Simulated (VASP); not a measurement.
# Te2Mo (Fm-3m) in VASP: settings compared

One crystal, Te2Mo, is run at these levels: PBE, r2SCAN; tasks: single point, relaxation of cell and atoms.

Everything below comes from runs of VASP 6.6.1. Logs are shortened: lines on timing, memory, paths and dates and some standing lists are left out, and cuts for length are marked.

## Step 1: The structure

The structure is cubic, space group Fm-3m (No. 225). Conventional cell: a = 6.646 Å, b = 6.646 Å, c = 6.646 Å, α = 90.00°, β = 90.00°, γ = 90.00°. Mo (site symmetry m-3m) has 8 Te at 2.88 Å as nearest neighbours. Around Te (site symmetry -43m) lie 4 Mo at 2.88 Å.

The cell was built by a generator and needn't be a form met in nature.

## Step 2: Single point, PBE

Contents of INCAR:

```
SYSTEM = Te2Mo
  PREC = Accurate
  ENCUT = 520
  EDIFF = 1E-6
  ISMEAR = -1
  SIGMA = 0.02
  LREAL = .FALSE.
  LASPH = .TRUE.
  NELM = 100
  ALGO = Fast
  ISIF = 2
  LWAVE = .FALSE.
  LCHARG = .FALSE.
  GGA = PE
  NBANDS = 20
```

Contents of KPOINTS:

```
regular mesh
0
G
  6 6 6
  0 0 0
```

Contents of POSCAR:

```
Te2Mo
1.0
    0.0000000000      3.3230818229      3.3230818229
    3.3230818229      0.0000000000      3.3230818229
    3.3230818229      3.3230818229      0.0000000000
Mo Te
1 2
Direct
    0.0000000000      0.0000000000      0.0000000000
    0.2500000000      0.2500000000      0.2500000000
    0.7500000000      0.7500000000      0.7500000000
```

Potentials or basis: VASP PAW PBE potentials, release 64 (Mo_sv, Te).

Command:

```bash
$ cat potpaw_PBE.64/Mo_sv/POTCAR potpaw_PBE.64/Te/POTCAR > POTCAR
$ mpirun -np 1 vasp_std > vasp.out
```

OUTCAR:

```text
SYSTEM = Te2Mo
   PREC = Accurate
   ENCUT = 520
   EDIFF = 1E-6
   ISMEAR = -1
   LREAL = .FALSE.
   LASPH = .TRUE.
   NELM = 100
   ISIF = 2
   GGA = PE

 ion  position               nearest neighbor table
   1  0.000  0.000  0.000-   3 2.88   3 2.88   3 2.88   2 2.88   3 2.88   2 2.88   2 2.88   2 2.88

   2  0.250  0.250  0.250-   1 2.88   1 2.88   1 2.88   1 2.88   3 3.32   3 3.32   3 3.32   3 3.32
                             3 3.32   3 3.32
   3  0.750  0.750  0.750-   1 2.88   1 2.88   1 2.88   1 2.88   2 3.32   2 3.32   2 3.32   2 3.32
                             2 3.32   2 3.32

  LATTYP: Found a face centered cubic cell.
 ALAT       =     6.6461636458

  Lattice vectors:

 A1 = (   0.0000000000,   3.3230818229,   3.3230818229)
 A2 = (   3.3230818229,   0.0000000000,   3.3230818229)
 A3 = (   3.3230818229,   3.3230818229,   0.0000000000)

Analysis of symmetry for initial positions (statically):
=====================================================================
 Subroutine PRICEL returns:
 Original cell was already a primitive cell.

 Routine SETGRP: Setting up the symmetry group for a
 face centered cubic supercell.

 Subroutine GETGRP returns: Found 48 space group operations
 (whereof 48 operations were pure point group operations)
 out of a pool of 48 trial point group operations.

The static configuration has the point symmetry O_h .

Analysis of symmetry for dynamics (positions and initial velocities):
=====================================================================
 Subroutine PRICEL returns:
 Original cell was already a primitive cell.

 Routine SETGRP: Setting up the symmetry group for a
 face centered cubic supercell.

 Subroutine GETGRP returns: Found 48 space group operations
 (whereof 48 operations were pure point group operations)
 out of a pool of 48 trial point group operations.

The dynamic configuration has the point symmetry O_h .

 Subroutine INISYM returns: Found 48 space group operations
 (whereof 48 operations are pure point group operations),
 and found     1 'primitive' translations

----------------------------------------------------------------------------------------

                                     Primitive cell

  volume of cell :      73.3927

  direct lattice vectors                    reciprocal lattice vectors
     0.000000000  3.323081823  3.323081823    -0.150462741  0.150462741  0.150462741
     3.323081823  0.000000000  3.323081823     0.150462741 -0.150462741  0.150462741
     3.323081823  3.323081823  0.000000000     0.150462741  0.150462741 -0.150462741

  length of vectors
     4.699547383  4.699547383  4.699547383     0.260609112  0.260609112  0.260609112

  position of ions in fractional coordinates (direct lattice)
     0.000000000  0.000000000  0.000000000
     0.250000000  0.250000000  0.250000000
     0.750000000  0.750000000  0.750000000

  ion indices of the primitive-cell ions
   primitive index   ion index
                 1           1
                 2           2
                 3           3

----------------------------------------------------------------------------------------

 KPOINTS: regular mesh

Automatic generation of k-mesh.
 Grid dimensions read from file:
 generate k-points for:    6    6    6

 Generating k-lattice:

  Cartesian coordinates                     Fractional coordinates (reciprocal lattice)
    -0.025077124  0.025077124  0.025077124     0.166666667  0.000000000  0.000000000
     0.025077124 -0.025077124  0.025077124     0.000000000  0.166666667  0.000000000
     0.025077124  0.025077124 -0.025077124     0.000000000  0.000000000  0.166666667

  Length of vectors
     0.043434852  0.043434852  0.043434852

  Shift w.r.t. Gamma in fractional coordinates (k-lattice)
     0.000000000  0.000000000  0.000000000

 Subroutine IBZKPT returns following result:
 ===========================================

 Found     16 irreducible k-points:

 Following reciprocal coordinates:
            Coordinates               Weight
  0.000000  0.000000  0.000000      1.000000
  0.166667  0.000000  0.000000      8.000000
  0.333333  0.000000  0.000000      8.000000
  0.500000  0.000000  0.000000      4.000000
  0.166667  0.166667  0.000000      6.000000
  0.333333  0.166667  0.000000     24.000000
[... 8 lines left out ...]
 -0.333333  0.333333  0.166667     24.000000
 -0.333333  0.500000  0.166667     12.000000
   k-points           NKPTS =     16   k-points in BZ     NKDIM =     16   number of bands    NBANDS=     20
   number of dos      NEDOS =    301   number of ions     NIONS =      3
   total plane-waves  NPLWV =  46656
   dimension x,y,z NGX =    36 NGY =   36 NGZ =   36
   dimension x,y,z NGXF=    72 NGYF=   72 NGZF=   72
   ions per type =               1   2
   NGX,Y,Z   is equivalent  to a cutoff of  12.73, 12.73, 12.73 a.u.
   NGXF,Y,Z  is equivalent  to a cutoff of  25.47, 25.47, 25.47 a.u.
 SYSTEM =  Te2Mo
   PREC   = accura    normal or accurate (medium, high low for compatibility)
   ISTART =      0    job   : 0-new  1-cont  2-samecut
   ICHARG =      2    charge: 1-file 2-atom 10-const
   ISPIN  =      1    spin polarized calculation?
   LNONCOLLINEAR =      F non collinear calculations
   LSORBIT =      F    spin-orbit coupling
   LASPH  =      T    aspherical Exc in radial PAW
   ENCUT  =  520.0 eV  38.22 Ry    6.18 a.u.   8.74  8.74  8.74*2*pi/ulx,y,z
   NELM   =    100;   NELMIN=  2; NELMDL= -5     # of ELM steps
   EDIFF  = 0.1E-05   stopping-criterion for ELM
   LREAL  =      F    real-space projection
   EDIFFG = 0.1E-04   stopping-criterion for IOM
   NSW    =      0    number of steps for IOM
   IBRION =     -1    ionic relax: 0-MD 1-quasi-New 2-CG
   NFREE  =      0    steps in history (QN), initial steepest desc. (CG)
   ISIF   =      2    stress and relaxation
   ISYM   =      2    0-nonsym 1-usesym 2-fastsym
   POTIM  = 0.5000    time-step for ionic-motion
   TEBEG  =    0.0;   TEEND  =   0.0 temperature during run
   PSTRESS=    0.0 pullay stress
   NELECT =      26.0000    total number of electrons
   NUPDOWN=      -1.0000    fix difference up-down
   EMIN   =  10.00;   EMAX   =-10.00  energy-range for DOS
   EFERMI =   0.00;   METHOD = LEGACY
   ISMEAR =    -1;   SIGMA  =   0.02  broadening in eV -4-tet -1-fermi 0-gaus
   EFERMI_NEDOS =   21; number of points for ismear=-14 and -15
   IALGO  =     68    algorithm
   IMIX   =      4    mixing-type and parameters
     AMIX     =   0.40;   BMIX     =  1.00
     AMIX_MAG =   1.60;   BMIX_MAG =  1.00
  volume/ion in A,a.u.               =      24.46       165.09
  Fermi-wavevector in a.u.,A,eV,Ry     =   1.158373  2.189007 18.256663  1.341827
  Thomas-Fermi vector in A             =   2.294975
   LORBIT       =      0    0 simple, 1 ext, 2 COOP (PROOUT), +10 PAW based schemes
   GGA     = PE    functional components
   LHFCALC =     F    Hartree Fock is set to
   AEXX    =    0.0000 exact exchange contribution
   IVDW    =     0    specifies the selected vdW correction
   LEPSILON=     F    determine dielectric tensor
   LRPA    =     F    only Hartree local field effects (RPA)
 non-spin polarized calculation
 RMM-DIIS sequential band-by-band and
  energy-cutoff  :      520.00
  volume of cell :       73.39
 maximum number of plane-waves:      1994
   NGX = 17   NGY = 17   NGZ = 17

 number of electron      26.0000002 magnetization

 Free energy of the ion-electron system (eV)
  ---------------------------------------------------
  ext. energy  EPLUGINS =         0.00000000
  ---------------------------------------------------
  free energy    TOTEN  =       -16.48288524 eV

  energy without entropy =      -16.47781772  energy(sigma->0) =      -16.48035148

 E-fermi :   8.7724     XC(G=0): -10.5709

 val. band max:        8.7600081971   @ k =  -0.3333   0.3333   0.1667
 cond. band min:       8.8173713137   @ k =  -0.3333   0.5000   0.1667
 fundamental gap:      0.0573631166
 Fermi energy:         8.7724008152

 k-point     1 :       0.0000    0.0000    0.0000
  band No.  band energies     occupation
      1     -51.7552      2.00000
      2     -25.8770      2.00000
      3     -25.8770      2.00000
      4     -25.8770      2.00000
      5      -4.9019      2.00000
      6      -0.3439      2.00000
[... 12 lines left out ...]
     19      12.2299      0.00000
     20      12.2299      0.00000

 k-point     2 :       0.1667    0.0000    0.0000
  band No.  band energies     occupation
      1     -51.7551      2.00000
      2     -25.8797      2.00000
      3     -25.8774      2.00000
      4     -25.8774      2.00000
      5      -4.6626      2.00000
      6      -0.9102      2.00000
[... 12 lines left out ...]
     19      13.2939      0.00000
     20      13.5550      0.00000

 k-point     3 :       0.3333    0.0000    0.0000
  band No.  band energies     occupation
      1     -51.7549      2.00000
      2     -25.8852      2.00000
      3     -25.8783      2.00000
      4     -25.8783      2.00000
      5      -4.0014      2.00000
      6      -1.9573      2.00000
[... 12 lines left out ...]
     19      14.8097      0.00000
     20      14.8097      0.00000

 k-point     4 :       0.5000    0.0000    0.0000
  band No.  band energies     occupation
      1     -51.7548      2.00000
      2     -25.8879      2.00000
      3     -25.8787      2.00000
      4     -25.8787      2.00000
      5      -3.2096      2.00000
      6      -2.8681      2.00000
[... 245 lines left out ...]
 k-point    15 :      -0.3333    0.3333    0.1667
  band No.  band energies     occupation
      1     -51.7547      2.00000
      2     -25.8857      2.00000
      3     -25.8831      2.00000
      4     -25.8800      2.00000
      5      -2.8873      2.00000
      6      -2.7900      2.00000
[... 12 lines left out ...]
     19      14.2751      0.00000
     20      17.1938      0.00000

 k-point    16 :      -0.3333    0.5000    0.1667
  band No.  band energies     occupation
      1     -51.7547      2.00000
      2     -25.8865      2.00000
      3     -25.8827      2.00000
      4     -25.8808      2.00000
      5      -2.9985      2.00000
      6      -2.4914      2.00000
[... 12 lines left out ...]
     19      14.9516      0.00000
     20      15.9465      0.00000

------------------------ aborting loop because EDIFF is reached ----------------------------------------

  FORCE on cell =-STRESS in cart. coord.  units (eV):
  Direction    XX          YY          ZZ          XY          YZ          ZX
  --------------------------------------------------------------------------------------
  -------------------------------------------------------------------------------------
  Total       -0.0265353     -0.0265353     -0.0265353      0.0000000      0.0000000      0.0000000
  in kB       -0.5792714     -0.5792714     -0.5792714      0.0000000      0.0000000      0.0000000
  external PRESSURE =      -0.5792714 kB  Pullay stress =       0.0000000 kB

 VOLUME and BASIS-vectors are now :
 -----------------------------------------------------------------------------
  energy-cutoff  :      520.00
  volume of cell :       73.39
      direct lattice vectors                 reciprocal lattice vectors
     0.000000000  3.323081823  3.323081823    -0.150462741  0.150462741  0.150462741
     3.323081823  0.000000000  3.323081823     0.150462741 -0.150462741  0.150462741
     3.323081823  3.323081823  0.000000000     0.150462741  0.150462741 -0.150462741

 POSITION                                       TOTAL-FORCE (eV/Angst)
 -----------------------------------------------------------------------------------
      0.00000      0.00000      0.00000        -0.000000      0.000000     -0.000000
      1.66154      1.66154      1.66154        -0.000000     -0.000000      0.000000
      4.98462      4.98462      4.98462         0.000000      0.000000      0.000000
 -----------------------------------------------------------------------------------
    total drift:                               -0.000000      0.000000      0.000000

  FREE ENERGIE OF THE ION-ELECTRON SYSTEM (eV)
  ---------------------------------------------------
  free  energy   TOTEN  =       -16.4828852379 eV

  energy  without entropy=      -16.4778177211  energy(sigma->0) =      -16.48035148
```

Run time: 15 s. Hardware: 1 thread of Intel Xeon Platinum 8488C (Sapphire Rapids), shared host; peak memory 0.21 GiB.

Results:

* Free energy: -16.4829 eV
* Pressure: -0.1 GPa
* Band gap on the k mesh: none (metal or under the smearing width)

## Step 3: Relaxation of cell and atoms, PBE

This run uses another cell than the first one, of 34.51 Å³/atom, 1.411 times its volume.

Contents of INCAR:

```
SYSTEM = Te2Mo
ALGO = Normal
EDIFF = 1E-6
EDIFFG = -0.005
ENCUT = 600
GGA = PE
IBRION = 2
ISIF = 3
ISMEAR = -1
LASPH = .TRUE.
LCHARG = .FALSE.
LREAL = .FALSE.
LWAVE = .FALSE.
NELM = 100
NSW = 80
PREC = Accurate
SIGMA = 0.02
```

Contents of KPOINTS:

```
k-points
0
G
  6 6 6
  0 0 0
```

Contents of POSCAR:

```
Te2Mo
1.0
    0.0000000000      3.7269438355      3.7269438355
    3.7269438355      0.0000000000      3.7269438355
    3.7269438355      3.7269438355      0.0000000000
Mo Te
1 2
Direct
    0.0000000000      0.0000000000      0.0000000000
    0.2500000000      0.2500000000      0.2500000000
    0.7500000000      0.7500000000      0.7500000000
```

Potentials or basis: VASP PAW PBE potentials, release 64 (Mo_sv, Te).

Command:

```bash
$ cat potpaw_PBE.64/Mo_sv/POTCAR potpaw_PBE.64/Te/POTCAR > POTCAR
$ mpirun -np 1 vasp_std > vasp.out
```

Run time: 1.9 min. Hardware: 1 thread of Intel Xeon Platinum 8488C (Sapphire Rapids), shared host; peak memory 0.29 GiB.

It converged, with:

```yaml
Free_energy: -16.4862 eV
Relaxed_volume: 24.46 Å³/atom
Relaxed_cell: a = 4.699 Å, b = 4.699 Å, c = 4.699 Å, α = 60.00°, β = 60.00°, γ = 60.00°
Space_group_after_relaxing_to_0.05_Å: Fm-3m (No. 225)
Energy_gained_by_relaxing: 602.8 meV/atom
Ionic_steps: 6
Pressure_after_relaxing: 0.0 GPa
Band_gap_on_the_k_mesh: none (metal or under the smearing width)
```

The path:
```tsv
step	energy change (eV)	largest force (eV/Å)	pressure (GPa)	volume (Å³)
1	0.0000	0.0000	-13.53	103.54
2	-1.5191	0.0000	13.37	65.72
3	-1.8083	0.0000	-0.31	73.62
4	-1.8082	0.0000	0.37	73.09
5	-1.8082	0.0000	-0.37	73.66
6	-1.8085	0.0000	0.01	73.37
```

Final structure:
```yaml
crystal:
  lattice:
    - [0.00000, 3.32269, 3.32269]
    - [3.32269, 0.00000, 3.32269]
    - [3.32269, 3.32269, 0.00000]
  atoms:
    - { symbol: Mo, position: [0.00000, 0.00000, 0.00000] }
    - { symbol: Te, position: [0.25000, 0.25000, 0.25000] }
    - { symbol: Te, position: [0.75000, 0.75000, 0.75000] }
```

Levels at points of the mesh, in eV from the Fermi level:
```csv
k point,band 11,band 12,band 13,band 14,band 15,band 16
"(0.00, 0.00, 0.00)",-0.72,0.16,0.16,0.16,3.22,3.46
"(0.50, 0.00, 0.00)",-2.54,-2.32,-0.44,-0.44,1.27,3.19
"(0.50, 0.50, 0.00)",-1.72,-0.84,-0.15,1.27,2.32,3.72
```

Caveat: the volume moved by over 15 % at a fixed basis, so the end points are rough. The run has no spin-orbit coupling, so splittings on Te are missing.

## Step 4: Single point, r2SCAN

This run uses another cell than the first one, of 24.28 Å³/atom, 0.993 times its volume.

Contents of POSCAR:

```
Te2Mo
1.0
    0.0000000000      3.3148317918      3.3148317918
    3.3148317918      0.0000000000      3.3148317918
    3.3148317918      3.3148317918      0.0000000000
Mo Te
1 2
Direct
    0.0000000000      0.0000000000      0.0000000000
    0.2500000000      0.2500000000      0.2500000000
    0.7500000000      0.7500000000      0.7500000000
```

Contents of INCAR.step1:

```
PREC = Accurate
ENCUT = 520
ISMEAR = -1
SIGMA = 0.02
LREAL = F
LASPH = T
NELM = 100
NBANDS = 20
GGA = PE
ALGO = Normal
EDIFF = 1E-4
LWAVE = T
LCHARG = F
```

Contents of INCAR.step2:

```
PREC = Accurate
ENCUT = 520
EDIFF = 1E-6
ISMEAR = -1
SIGMA = 0.02
LREAL = F
LASPH = T
NELM = 100
ALGO = Normal
ISIF = 2
LWAVE = F
LCHARG = F
METAGGA = R2SCAN
LMIXTAU = T
NBANDS = 20
ISTART = 1
```

Contents of KPOINTS:

```
Automatic mesh
0
Gamma
  6 6 6
```

Command:

```bash
$ cat potpaw_PBE.64/Mo_sv/POTCAR potpaw_PBE.64/Te/POTCAR > POTCAR
$ cp INCAR.step1 INCAR
$ mpirun -np 1 vasp_std > vasp.out
$ cp INCAR.step2 INCAR
$ mpirun -np 1 vasp_std > vasp.out
```

Wall time 48 s (1 thread of Intel Xeon Platinum 8488C (Sapphire Rapids), shared host); peak memory 0.22 GiB.

It converged, with:

```
Free energy            : -76.0560 eV
Pressure               : 0.0 GPa
Band gap on the k mesh : none (metal or under the smearing width)
```

Levels at points of the mesh, in eV from the Fermi level:
```
           k point  band 10  band 11  band 12  band 13  band 14  band 15  band 16  band 17
(0.00, 0.00, 0.00)    -0.77    -0.77     0.13     0.13     0.13     3.45     3.45     3.45
(0.50, 0.00, 0.00)    -2.74    -2.74    -2.38    -0.46    -0.46     1.49     3.39     3.39
(0.50, 0.50, 0.00)    -1.81    -1.81    -0.86    -0.17     1.48     2.43     3.95     3.95
```

Caveat: the PAW data sets were made with another functional, which shifts forces and pressure a little.

## Step 5: Single point, PBE

This run uses another cell than the first one, of 24.28 Å³/atom, 0.993 times its volume.

Contents of INCAR:

```
ALGO = Normal ; EDIFF = 1E-7
ENCUT = 520 ; GGA = PE
ISIF = 2 ; ISMEAR = -1
LASPH = True ; LCHARG = False
LREAL = False ; LWAVE = False
NBANDS = 20 ; NELM = 100
PREC = Accurate ; SIGMA = 0.02
```

Contents of KPOINTS:

```
k-points
0
Gamma
  6 6 6
```

POSCAR is that of step 4.

Command:

```bash
$ cat potpaw_PBE.64/Mo_sv/POTCAR potpaw_PBE.64/Te/POTCAR > POTCAR
$ mpirun -np 1 vasp_std > vasp.out
```

It took 16 s on 1 thread of Intel Xeon Platinum 8488C (Sapphire Rapids), shared host; peak memory 0.21 GiB.

It converged, with:

```yaml
Free_energy: -16.4818 eV
Pressure: 0.7 GPa
Band_gap_on_the_k_mesh: none (metal or under the smearing width)
```

Levels at points of the mesh, in eV from the Fermi level:
```
           k point  band 11  band 12  band 13  band 14  band 15  band 16
(0.00, 0.00, 0.00)    -0.73     0.17     0.17     0.17     3.25     3.25
(0.50, 0.00, 0.00)    -2.55    -2.33    -0.45    -0.45     1.30     3.22
(0.50, 0.50, 0.00)    -1.73    -0.85    -0.15     1.29     2.36     3.76
```

## Step 6: Summary

```tsv
task	level	cell	cutoff (eV)	gap on the mesh (eV)	pressure (GPa)
single point	PBE	Fm-3m, 24.46 Å³/atom	520	none	-0.1
relaxation of cell and atoms	PBE	relaxed	600	none	0.0
single point	r2SCAN	Fm-3m, 24.28 Å³/atom	520	none	0.0
single point	PBE	Fm-3m, 24.28 Å³/atom	520	none	0.7
```

Alike in all rows: potentials or basis VASP PAW PBE potentials, release 64 (Mo_sv, Te); no spin polarisation; k mesh 6 × 6 × 6; smearing fermi-dirac 0.02 eV.

Every run on the cell as given and a fine mesh finds a metal. The pressure there spans -0.1 GPa (PBE) to 0.7 GPa (PBE); a positive pressure means that this level wants a larger cell, a negative one a smaller.

Caveats: the volume moved by over 15 % at a fixed basis, so the end points are rough (some runs); the PAW data sets were made with another functional, which shifts forces and pressure a little (some runs).

Absolute energies hang on the potentials; compare differences alone.
